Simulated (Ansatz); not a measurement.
Results of r²SCAN (Ansatz, a program for electronic structure, plane waves, PAW) for zinc-blende ZnTe.

Run with plane-wave cutoff 560 eV, 10×10×10 k mesh, Fermi–Dirac smearing 0.01 eV, scalar-relativistic PAW data made under PBE.

Results at a series of volumes:

| V (Å³/atom) | E − E_lowest (meV/atom) |
|---|---|
| 26.848 | 17.90 |
| 27.420 | 7.65 |
| 27.991 | 1.84 |
| 28.562 | 0.00 |
| 29.133 | 1.71 |
| 29.705 | 6.61 |
| 30.276 | 14.35 |

What bulk modulus B0 and pressure derivative B′ does a third-order Birch–Murnaghan fit give?

V0 = 28.562 Å³/atom, B0 = 49.8 GPa, B′ = 4.5 (fit to the energies at full precision).

Measured, for comparison: bulk modulus 51 ± 3 GPa (room temperature, no zero-point or thermal correction; as tabulated in Determination of phase transition pressures of ZnTe under quasihydrostatic …); equilibrium volume per atom 28.42 Å³/atom (room temperature, no zero-point or thermal correction; as tabulated in Albrecht et al. (1997), arXiv:cond-mat/9706128). Computed (rounded) less measured: bulk modulus -2 % (inside the measured uncertainty), equilibrium volume per atom +0.5 %.

Spin–orbit coupling is not included.

It cost around 120 core-seconds (rough) of CPU time.
